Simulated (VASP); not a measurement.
# ZrC (Fm-3m) in VASP: further runs

The runs below take ZrC through relaxation of cell and atoms, with LDA, PBEsol, PBE+D3(BJ).

Program: VASP 6.6.1. These are calculated values, not measurements. Logs are shortened: lines on timing, memory, paths and dates and some standing lists are left out, and cuts for length are marked.

## 1. The structure

Symmetry: Fm-3m, No. 225, cubic system. Conventional cell: a = 4.645 Å, b = 4.645 Å, c = 4.645 Å, α = 90.00°, β = 90.00°, γ = 90.00°. Zr (site symmetry m-3m) is surrounded by 6 C at 2.32 Å. C (site symmetry m-3m) is surrounded by 6 Zr at 2.32 Å.

## 2. Relaxation of cell and atoms, LDA

Input file INCAR:

```
ALGO     = Normal         # electronic algorithm
EDIFF    = 1E-7           # SCF threshold, eV
EDIFFG   = -0.005         # ionic threshold
ENCUT    = 600            # plane-wave cutoff, eV
GGA      = CA             # functional
IBRION   = 2              # ionic algorithm
ISIF     = 3              # what is computed and relaxed
ISMEAR   = 1              # smearing method
LASPH    = T              # aspherical terms in the spheres
LCHARG   = F              # write CHGCAR
LREAL    = F              # projectors in reciprocal space
LWAVE    = F              # write WAVECAR
NELM     = 80             # most SCF steps
NSW      = 90             # ionic steps
PREC     = Accurate       # precision mode
SIGMA    = 0.1            # smearing width, eV
```

Input file KPOINTS:

```
k-points
0
Gamma
  14 14 14
```

Input file POSCAR:

```
ZrC                                     
1.0
    0.0000000000      2.3226231194      2.3226231194
    2.3226231194     -0.0000000000      2.3226231194
    2.3226231194      2.3226231194     -0.0000000000
  Zr              C             
     1     1
Direct
     0.5000000000000000    0.5000000000000000    0.5000000000000000
     0.0000000000000000    1.0000000000000000    0.0000000000000000
```

Potentials or basis: VASP PAW LDA potentials, release 64 (Zr_sv, C).

Started as:

```
cat potpaw_LDA.64/Zr_sv/POTCAR potpaw_LDA.64/C/POTCAR > POTCAR
mpirun -np 1 vasp_std > vasp.out
```

OUTCAR:

```text
EDIFF = 1E-7
   EDIFFG = -0.005
   ENCUT = 600
   GGA = CA
   IBRION = 2
   ISIF = 3
   ISMEAR = 1
   LASPH = T
   LREAL = F
   NELM = 80
   NSW = 90
   PREC = Accurate

 ion  position               nearest neighbor table
   1  0.500  0.500  0.500-   2 2.32   2 2.32   2 2.32   2 2.32   2 2.32   2 2.32
   2  0.000  0.000  0.000-   1 2.32   1 2.32   1 2.32   1 2.32   1 2.32   1 2.32

  LATTYP: Found a face centered cubic cell.
 ALAT       =     4.6452462388

  Lattice vectors:

 A1 = (   0.0000000000,   2.3226231194,   2.3226231194)
 A2 = (   2.3226231194,   0.0000000000,   2.3226231194)
 A3 = (   2.3226231194,   2.3226231194,   0.0000000000)

Analysis of symmetry for initial positions (statically):
=====================================================================
 Subroutine PRICEL returns:
 Original cell was already a primitive cell.

 Routine SETGRP: Setting up the symmetry group for a
 face centered cubic supercell.

 Subroutine GETGRP returns: Found 48 space group operations
 (whereof 48 operations were pure point group operations)
 out of a pool of 48 trial point group operations.

The static configuration has the point symmetry O_h .

Analysis of symmetry for dynamics (positions and initial velocities):
=====================================================================
 Subroutine PRICEL returns:
 Original cell was already a primitive cell.

 Routine SETGRP: Setting up the symmetry group for a
 face centered cubic supercell.

 Subroutine GETGRP returns: Found 48 space group operations
 (whereof 48 operations were pure point group operations)
 out of a pool of 48 trial point group operations.

The dynamic configuration has the point symmetry O_h .

 Subroutine INISYM returns: Found 48 space group operations
 (whereof 48 operations are pure point group operations),
 and found     1 'primitive' translations

----------------------------------------------------------------------------------------

                                     Primitive cell

  volume of cell :      25.0591

  direct lattice vectors                    reciprocal lattice vectors
     0.000000000  2.322623119  2.322623119    -0.215273841  0.215273841  0.215273841
     2.322623119  0.000000000  2.322623119     0.215273841 -0.215273841  0.215273841
     2.322623119  2.322623119  0.000000000     0.215273841  0.215273841 -0.215273841

  length of vectors
     3.284685116  3.284685116  3.284685116     0.372865230  0.372865230  0.372865230

  position of ions in fractional coordinates (direct lattice)
     0.500000000  0.500000000  0.500000000
     0.000000000  0.000000000  0.000000000

  ion indices of the primitive-cell ions
   primitive index   ion index
                 1           1
                 2           2

----------------------------------------------------------------------------------------

 KPOINTS: k-points

Automatic generation of k-mesh.
 Grid dimensions read from file:
 generate k-points for:   14   14   14

 Generating k-lattice:

  Cartesian coordinates                     Fractional coordinates (reciprocal lattice)
    -0.015376703  0.015376703  0.015376703     0.071428571  0.000000000  0.000000000
     0.015376703 -0.015376703  0.015376703     0.000000000  0.071428571  0.000000000
     0.015376703  0.015376703 -0.015376703     0.000000000  0.000000000  0.071428571

  Length of vectors
     0.026633231  0.026633231  0.026633231

  Shift w.r.t. Gamma in fractional coordinates (k-lattice)
     0.000000000  0.000000000  0.000000000

 Subroutine IBZKPT returns following result:
 ===========================================

 Found    104 irreducible k-points:

 Following reciprocal coordinates:
            Coordinates               Weight
  0.000000  0.000000  0.000000      1.000000
  0.071429  0.000000  0.000000      8.000000
  0.142857  0.000000  0.000000      8.000000
  0.214286  0.000000  0.000000      8.000000
  0.285714  0.000000  0.000000      8.000000
  0.357143  0.000000  0.000000      8.000000
[... 16 lines left out ...]
  0.214286  0.142857  0.000000     24.000000
  0.285714  0.142857  0.000000     24.000000
 [... further k-points ...]
   k-points           NKPTS =    104   k-points in BZ     NKDIM =    104   number of bands    NBANDS=     12
   number of dos      NEDOS =    301   number of ions     NIONS =      2
   total plane-waves  NPLWV =  21952
   dimension x,y,z NGX =    28 NGY =   28 NGZ =   28
   dimension x,y,z NGXF=    56 NGYF=   56 NGZF=   56
   ions per type =               1   1
   NGX,Y,Z   is equivalent  to a cutoff of  14.17, 14.17, 14.17 a.u.
   NGXF,Y,Z  is equivalent  to a cutoff of  28.34, 28.34, 28.34 a.u.
 SYSTEM =  unknown system
   PREC   = accura    normal or accurate (medium, high low for compatibility)
   ISTART =      0    job   : 0-new  1-cont  2-samecut
   ICHARG =      2    charge: 1-file 2-atom 10-const
   ISPIN  =      1    spin polarized calculation?
   LNONCOLLINEAR =      F non collinear calculations
   LSORBIT =      F    spin-orbit coupling
   LASPH  =      T    aspherical Exc in radial PAW
   ENCUT  =  600.0 eV  44.10 Ry    6.64 a.u.   6.56  6.56  6.56*2*pi/ulx,y,z
   NELM   =     80;   NELMIN=  2; NELMDL= -5     # of ELM steps
   EDIFF  = 0.1E-06   stopping-criterion for ELM
   LREAL  =      F    real-space projection
   EDIFFG = -.5E-02   stopping-criterion for IOM
   NSW    =     90    number of steps for IOM
   IBRION =      2    ionic relax: 0-MD 1-quasi-New 2-CG
   NFREE  =      1    steps in history (QN), initial steepest desc. (CG)
   ISIF   =      3    stress and relaxation
   ISYM   =      2    0-nonsym 1-usesym 2-fastsym
   POTIM  = 0.5000    time-step for ionic-motion
   TEBEG  =    0.0;   TEEND  =   0.0 temperature during run
   PSTRESS=    0.0 pullay stress
   NELECT =      16.0000    total number of electrons
   NUPDOWN=      -1.0000    fix difference up-down
   EMIN   =  10.00;   EMAX   =-10.00  energy-range for DOS
   EFERMI =   0.00;   METHOD = LEGACY
   ISMEAR =     1;   SIGMA  =   0.10  broadening in eV -4-tet -1-fermi 0-gaus
   EFERMI_NEDOS =   21; number of points for ismear=-14 and -15
   IALGO  =     38    algorithm
   IMIX   =      4    mixing-type and parameters
     AMIX     =   0.40;   BMIX     =  1.00
     AMIX_MAG =   1.60;   BMIX_MAG =  1.00
  volume/ion in A,a.u.               =      12.53        84.55
  Fermi-wavevector in a.u.,A,eV,Ry     =   1.409698  2.663943 27.038156  1.987248
  Thomas-Fermi vector in A             =   2.531727
   LORBIT       =      0    0 simple, 1 ext, 2 COOP (PROOUT), +10 PAW based schemes
   GGA     = CA    functional components
   LHFCALC =     F    Hartree Fock is set to
   AEXX    =    0.0000 exact exchange contribution
   IVDW    =     0    specifies the selected vdW correction
   LEPSILON=     F    determine dielectric tensor
   LRPA    =     F    only Hartree local field effects (RPA)
 conjugate gradient relaxation of ions
 non-spin polarized calculation
 Methfessel and Paxton  Order N= 1 SIGMA  =   0.10
  energy-cutoff  :      600.00
  volume of cell :       25.06
 maximum number of plane-waves:       872
 NGX is ok and might be reduce to    28
   NGX = 13   NGY = 13   NGZ = 13

 number of electron      16.0000000 magnetization

 Free energy of the ion-electron system (eV)
  ---------------------------------------------------
  ext. energy  EPLUGINS =         0.00000000
  ---------------------------------------------------
  free energy    TOTEN  =       -21.27912492 eV

  energy without entropy =      -21.27889826  energy(sigma->0) =      -21.27904937

 E-fermi :   9.8889     XC(G=0): -12.5316

 val. band max:        9.8574112567   @ k =   0.3571   0.2857   0.0000
 cond. band min:       9.8902397848   @ k =   0.4286   0.4286   0.0000
 fundamental gap:      0.0328285281
 Fermi energy:         9.8889371202

 k-point     1 :       0.0000    0.0000    0.0000
  band No.  band energies     occupation
      1     -37.8090      2.00000
      2     -15.6426      2.00000
      3     -15.6426      2.00000
      4     -15.6426      2.00000
      5      -1.4101      2.00000
      6      10.8139     -0.00000
      7      10.8139     -0.00000
      8      10.8139     -0.00000
      9      10.9098     -0.00000
     10      10.9098     -0.00000
     11      10.9098     -0.00000
     12      12.7617      0.00000

 k-point     2 :       0.0714    0.0000    0.0000
  band No.  band energies     occupation
      1     -37.8030      2.00000
      2     -15.6960      2.00000
      3     -15.6472      2.00000
      4     -15.6472      2.00000
      5      -1.2850      2.00000
      6       9.8987      0.83515
      7      10.1300     -0.00341
      8      10.1300     -0.00341
      9      11.1771     -0.00000
     10      11.1771     -0.00000
     11      11.5686     -0.00000
     12      13.4301      0.00000

 k-point     3 :       0.1429    0.0000    0.0000
  band No.  band energies     occupation
      1     -37.7861      2.00000
      2     -15.8427      2.00000
      3     -15.6598      2.00000
      4     -15.6598      2.00000
      5      -0.9271      2.00000
      6       8.7828      2.00000
      7       9.2109      2.00000
      8       9.2109      2.00000
      9      11.5516     -0.00000
     10      11.5516     -0.00000
     11      12.0508      0.00000
     12      14.7133      0.00000

 k-point     4 :       0.2143    0.0000    0.0000
  band No.  band energies     occupation
      1     -37.7616      2.00000
      2     -16.0478      2.00000
      3     -15.6780      2.00000
      4     -15.6780      2.00000
      5      -0.3836      2.00000
      6       7.6334      2.00000
      7       8.3776      2.00000
      8       8.3776      2.00000
      9      12.1141      0.00000
     10      12.1141      0.00000
     11      12.4711      0.00000
     12      16.1534      0.00000

 k-point     5 :       0.2857    0.0000    0.0000
  band No.  band energies     occupation
      1     -37.7342      2.00000
      2     -16.2669      2.00000
      3     -15.6981      2.00000
      4     -15.6981      2.00000
      5       0.2805      2.00000
      6       6.5354      2.00000
      7       7.7013      2.00000
      8       7.7013      2.00000
      9      12.8281      0.00000
     10      12.8281      0.00000
     11      12.9910      0.00000
     12      17.6041      0.00000
[... 228 lines left out ...]
      1     -37.7934      2.00000
      2     -15.7679      2.00000
      3     -15.6762      2.00000
      4     -15.6450      2.00000
      5      -1.0851      2.00000
      6       9.2136      2.00000
      7       9.4447      2.00000
      8       9.6309      2.00160
      9      11.1043     -0.00000
     10      11.8535     -0.00000
     11      11.9378      0.00000
     12      13.5609      0.00000

 k-point    22 :       0.1429    0.1429    0.0000
  band No.  band energies     occupation
      1     -37.7785      2.00000
      2     -15.8276      2.00000
      3     -15.7053      2.00000
      4     -15.7053      2.00000
      5      -0.8141      2.00000
      6       7.9472      2.00000
      7       9.6913      2.01723
      8       9.6913      2.01723
      9      10.1267     -0.00394
     10      12.9453      0.00000
     11      12.9453      0.00000
     12      13.0400      0.00000

 k-point    23 :       0.2143    0.1429    0.0000
  band No.  band energies     occupation
      1     -37.7602      2.00000
      2     -15.9589      2.00000
      3     -15.7347      2.00000
      4     -15.7239      2.00000
      5      -0.4744      2.00000
      6       7.2460      2.00000
      7       9.0102      2.00000
      8       9.3251      2.00000
      9      10.3386     -0.00000
     10      13.0022      0.00000
     11      13.4667      0.00000
     12      14.1152      0.00000

 k-point    24 :       0.2857    0.1429    0.0000
  band No.  band energies     occupation
      1     -37.7362      2.00000
      2     -16.1392      2.00000
      3     -15.7610      2.00000
      4     -15.7446      2.00000
      5      -0.0091      2.00000
      6       6.6074      2.00000
      7       8.2114      2.00000
      8       8.7209      2.00000
      9      10.8039     -0.00000
     10      13.4661      0.00000
     11      13.9516      0.00000
     12      15.3648      0.00000

 [... further k-points ...]

------------------------ aborting loop because EDIFF is reached ----------------------------------------

  FORCE on cell =-STRESS in cart. coord.  units (eV):
  Direction    XX          YY          ZZ          XY          YZ          ZX
  --------------------------------------------------------------------------------------
  -------------------------------------------------------------------------------------
  Total       -0.0054251     -0.0054251     -0.0054251      0.0000000      0.0000000      0.0000000
  in kB       -0.3468597     -0.3468597     -0.3468597      0.0000000      0.0000000      0.0000000
  external PRESSURE =      -0.3468597 kB  Pullay stress =       0.0000000 kB

 VOLUME and BASIS-vectors are now :
 -----------------------------------------------------------------------------
  energy-cutoff  :      600.00
  volume of cell :       25.06
      direct lattice vectors                 reciprocal lattice vectors
     0.000000000  2.322623119  2.322623119    -0.215273841  0.215273841  0.215273841
     2.322623119  0.000000000  2.322623119     0.215273841 -0.215273841  0.215273841
     2.322623119  2.322623119  0.000000000     0.215273841  0.215273841 -0.215273841

 POSITION                                       TOTAL-FORCE (eV/Angst)
 -----------------------------------------------------------------------------------
      2.32262      2.32262      2.32262         0.000000      0.000000      0.000000
      0.00000      0.00000      0.00000        -0.000000     -0.000000     -0.000000
 -----------------------------------------------------------------------------------
    total drift:                                0.000000      0.000000      0.000000

  FREE ENERGIE OF THE ION-ELECTRON SYSTEM (eV)
  ---------------------------------------------------
  free  energy   TOTEN  =       -21.2791249243 eV

  energy  without entropy=      -21.2788982553  energy(sigma->0) =      -21.27904937

 reached required accuracy - stopping structural energy minimisation
```

Wall time 20 s (1 thread of Intel Xeon 6975P-C (Granite Rapids), shared host); peak memory 0.17 GiB.

Results:

```
Free energy             : -21.2791 eV
Pressure after relaxing : 0.0 GPa
Band gap on the k mesh  : none (metal or under the smearing width)
```

Final structure:
```
Zr C
1.0
     0.00000    2.32262    2.32262
     2.32262    0.00000    2.32262
     2.32262    2.32262    0.00000
Zr C
1 1
Direct
  0.50000 0.50000 0.50000
  0.00000 0.00000 0.00000
```

Levels at points of the mesh, in eV from the Fermi level:
```csv
k point,band 5,band 6,band 7,band 8,band 9,band 10,band 11,band 12
"(0.00, 0.00, 0.00)",-11.30,0.92,0.92,0.92,1.02,1.02,1.02,2.87
"(0.50, 0.00, 0.00)",-7.97,-5.47,-3.08,-3.08,4.62,4.62,5.49,6.69
"(0.50, 0.50, 0.00)",-10.15,-1.98,-1.95,0.09,0.09,4.61,5.86,5.86
```

Caveat: the relaxation stopped at its first step, so nothing moved.

(Continued in part 2 of 2.)
